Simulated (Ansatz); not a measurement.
## AlRu: energy along a strain

AlRu, Pm-3m, a = 2.992 Å (as given, not relaxed at this level: -3.2 GPa). The structure is a COD entry; whether it is the stable form wasn't checked. Ansatz: PBEsol, PAW, 420 eV, Γ-centred 16×16×16 mesh on 2 atoms, Gaussian smearing 0.15 eV; no spin polarisation. Cell vectors (Å): 2.992 0.000 0.000; 0.000 2.992 0.000; 0.000 0.000 2.992. The cell is strained by x per cent times the pattern (0 0 1 0 0 0) in the order xx yy zz yz xz xy (engineering shears), with fractional coordinates held. y is the free energy over the start, V0 = 13.387 Å³/atom.

```
x (%) y (meV/atom)
-4.00         12.66
-3.00          4.76
-2.00          0.17
-1.00         -1.34
 0.00          0.00
 1.00          4.00
 2.00         10.46
 3.00         19.22
 3.50         24.42
 4.00             ?
```

Problem. Fit y = c1 x + c2 x² + c3 x³ to the other rows, get the stiffness along the pattern, and predict the missing energy.

Solution. Least squares on the rows shown. y = 2.7083 x + 1.3343 x² − 0.033264 x³. The clamped-ion stiffness p·C·p = 2 × 13.34 eV × 160.2 / 13.387 Å³ = 319 GPa, which is C33 in these axes (C11 of the cubic crystal) (second derivative at the start, which stands under stress). At x = 4.00 the fit asked for gives 30.05 meV/atom. The run gave 30.12 meV/atom, so the fit is 0.07 meV/atom too low, a small miss on the scale of the series.

Cost: 10 runs of about 1.1 core-minutes in all, on Intel Xeon Processor @ 2.70GHz (shared hosts).